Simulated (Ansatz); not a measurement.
Crystal: Si.

```
Si
1.0
    -1.62691    1.62691    1.32033
     1.62691   -1.62691    1.32033
     1.62691    1.62691   -1.32033
Si
1
Direct
  0.00000 0.00000 0.00000
```

This isn't the form of Si at room conditions, which is diamond.

| Property | Result |
| --- | --- |
| Program | Ansatz 0.2.0 |
| Task | single point |
| Functional | PBE |
| Potentials or basis | all-electron LAPW, scalar-relativistic |
| Cutoff | 153 eV (chosen from the basis error) |
| Basis error allowed | 0.001 eV/atom |
| k mesh | 13 × 13 × 13 |
| Occupations | fermi-dirac, width 0.05 eV |
| Spin | no spin polarisation |

On this cell: pressure 3.5 GPa; band gap on the k mesh none (metal or under the smearing width).

The same run follows on a disturbed copy (cell strained at random at fixed volume):

```xyz
1
Lattice="-1.6103 1.6191 1.3124 1.6183 -1.6205 1.3240 1.6328 1.6430 -1.3141" Properties=species:S:1:pos:R:3 pbc="T T T"
Si   -0.0040    0.0021   -0.0381
```

Problem. What does the disturbed cell give?

Solution. The energy (extrapolated to zero smearing) moves by -0.6 meV/atom; pressure 3.6 GPa; band gap on the k mesh none (metal or under the smearing width).

Stress tensor (GPa, compression positive):
```
 4.44 -0.36  0.70
-0.36  4.32 -0.20
 0.70 -0.20  2.06
```
